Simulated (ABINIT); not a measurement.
Runs of ABINIT 10.8.3 (patched build) on Sb. It takes space group R-3m (No. 166, trigonal). Conventional cell: a = 4.308 Å, b = 4.308 Å, c = 11.274 Å, α = 90.00°, β = 90.00°, γ = 120.00°. Sb (site symmetry 3m) is surrounded by 3 Sb at 2.91 Å. 

```csv
task,level,potentials or basis,k mesh,cutoff (eV),fine-grid cutoff,mesh quality,gap on the mesh (eV),pressure (GPa),largest force (eV/Å)
band structure,BP86,JTH PAW PBE v2.0,8 × 8 × 8,435,870.764 eV,not flagged,none,3.3,(b)
single point,r2SCAN,JTH PAW PBE v2.0,3 × 3 × 3,517,1034.03 eV,coarse,1.18,-,0.28
band structure,HCTH407,JTH PAW PBE v2.0,8 × 8 × 8,408,816.342 eV,not flagged,none,-,0.11
band structure,PW91,JTH PAW PBE v2.0,8 × 8 × 8,408,816.342 eV,not flagged,none,-,(a)
single point,LDA,JTH PAW LDA v2.0,5 × 5 × 5,408,816.342 eV,not flagged,0.39,-,0.10
single point,LDA,JTH PAW LDA v2.0,6 × 6 × 6,408,816.342 eV,not flagged,none,-,0.07
band structure,BLYP,JTH PAW PBE v2.0,8 × 8 × 8,408,816.342 eV,not flagged,none,-,0.14
single point,PBEsol,JTH PAW PBE v2.0,3 × 3 × 3,408,816.342 eV,coarse,1.30,-,0.17
single point,PBE,PseudoDojo NC SR PBE v0.4.1 standard,6 × 6 × 6,1088,-,not flagged,none,2.7,(d)
single point,r2SCAN,JTH PAW PBE v2.0,6 × 6 × 6,517,1034.03 eV,not flagged,none,-,0.08
single point,PBEsol,PseudoDojo NC SR PBEsol v0.4.1 standard,8 × 8 × 8,1088,-,not flagged,none,(c),0.12
single point,r2SCAN,JTH PAW PBE v2.0,5 × 5 × 5,517,1034.03 eV,not flagged,0.38,-,0.12
```

Alike in all rows: no spin polarisation; cell as given; smearing fermi-dirac 0.05 eV.

Question: Fill in the values left out.

Answer: (a) 0.15; (b) 0.13; (c) 0.0; (d) 0.09.

Caveats: some runs use coarse meshes; the PAW data sets were made with another functional, which shifts forces and pressure a little (some runs); spin-orbit coupling is left out, which moves the levels of the heavy elements (some runs); an odd mesh through Γ misses points on the zone boundary, where band edges often lie (some runs).

A k mesh can miss the band edges, and the runs leave out spin-orbit coupling on Sb.

A gap of «none» marks a metal or a gap under the smearing width.

Not every run made on this cell is shown here.
